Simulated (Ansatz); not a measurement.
Elastic constants of MoSe2 (P6_3/mmc), step by step

```
CELL_PARAMETERS angstrom
3.26932 0.00000 0.00000
-1.63466 2.83131 0.00000
0.00000 0.00000 13.12355
ATOMIC_POSITIONS crystal
Mo 0.33333 0.66667 0.25000
Mo 0.66667 0.33333 0.75000
Se 0.33333 0.66667 0.62318
Se 0.66667 0.33333 0.12318
Se 0.33333 0.66667 0.87682
Se 0.66667 0.33333 0.37682
```

Level of theory, where no other is named: PBEsol, all-electron LAPW in Ansatz 0.2.0, scalar-relativistic. k mesh 6×6×2, fixed occupations, basis error target 0.5 meV/atom. The cell was relaxed by PAW under this functional.

The cell is hexagonal and carries a residual pressure of -0.01 GPa at this level. Each strain component that symmetry leaves independent is applied at ±0.005, the ions relax wherever a strain frees them, and the stress (tension positive, GPa) is read. Shears are engineering strains, γ = 2ε.

```json
{"strain": "xx", "size": "-0.005", "σxx": "-0.9311", "σyy": "-0.1994", "σzz": "-0.0074", "σyz": "0.0000", "σxz": "0.0000", "σxy": "0.0000"}
{"strain": "xx", "size": "+0.005", "σxx": "0.8971", "σyy": "0.2056", "σzz": "0.0605", "σyz": "0.0000", "σxz": "0.0000", "σxy": "0.0000"}
{"strain": "zz", "size": "-0.005", "σxx": "-0.0340", "σyy": "-0.0340", "σzz": "-0.1210", "σyz": "0.0000", "σxz": "0.0000", "σxy": "0.0000"}
{"strain": "zz", "size": "+0.005", "σxx": "0.0342", "σyy": "0.0342", "σzz": "0.1560", "σyz": "0.0000", "σxz": "0.0000", "σxy": "0.0000"}
{"strain": "yz", "size": "-0.005", "σxx": "0.0012", "σyy": "0.0021", "σzz": "0.0245", "σyz": "-0.0669", "σxz": "0.0000", "σxy": "0.0000"}
{"strain": "yz", "size": "+0.005", "σxx": "0.0012", "σyy": "0.0021", "σzz": "0.0245", "σyz": "0.0669", "σxz": "0.0000", "σxy": "0.0000"}
```

A central difference gives one constant, for example C11 ≈ (0.8971 − (-0.9311))/(0.01) = 182.8 GPa; the program then imposes the crystal's symmetry on the whole matrix.

(1) What are the independent elastic constants?

(2) Is the crystal stable against homogeneous strain?

(3) What moduli does a random aggregate of grains have?

(4) With the density of 6.941 g/cm³, how fast does sound travel, and what Debye temperature follows?

(5) How far do the constants move if PAW replaces LAPW in the same cell?

## Answers

(1) C11 = 182.8, C12 = 40.5, C13 = 6.8, C33 = 27.7, C44 = 13.4 GPa.

(2) The least eigenvalue of the 6×6 matrix is 13.4 GPa, so yes.

(3) Voigt and Reuss bounds: B from 24.2 to 55.7 and G from 21.5 to 42.2 GPa; their means are B = 40.0 and G = 31.8 GPa. Then E = 9BG/(3B + G) = 75.5 GPa, ν = (3B − 2G)/(6B + 2G) = 0.185 and B/G = 1.26, on the brittle side of Pugh's 1.75 (a rule of thumb, made for metals; it doesn't predict ductility here).

(4) 

```tsv
direction	slow (m/s)	middle (m/s)	fast (m/s)
x	1388	3202	5132
y	1388	3202	5132
z	1388	1388	1998
```

The mean of v⁻³ over directions and branches gives v_m = 2009 m/s and θ_D = (ħ/k_B) v_m (6π²n)^(1/3) = 219 K, n being atoms per volume. Young's modulus spans 27 to 173 GPa over directions, and the universal anisotropy index is 6.11.

(5) 

| constant | LAPW (GPa) | PAW (GPa) | difference |
| --- | --- | --- | --- |
| C11 | 182.8 | 182.7 | -0.1 |
| C12 | 40.5 | 40.5 | 0.0 |
| C13 | 6.8 | 6.8 | 0.0 |
| C33 | 27.7 | 27.6 | -0.1 |
| C44 | 13.4 | 13.3 | -0.1 |

Keep in mind: no dispersion correction, so the spacing and stiffness between layers or molecules are poor; the frozen-core PAW files of the compared runs were fitted under PBE, their cores solved anew for this functional.
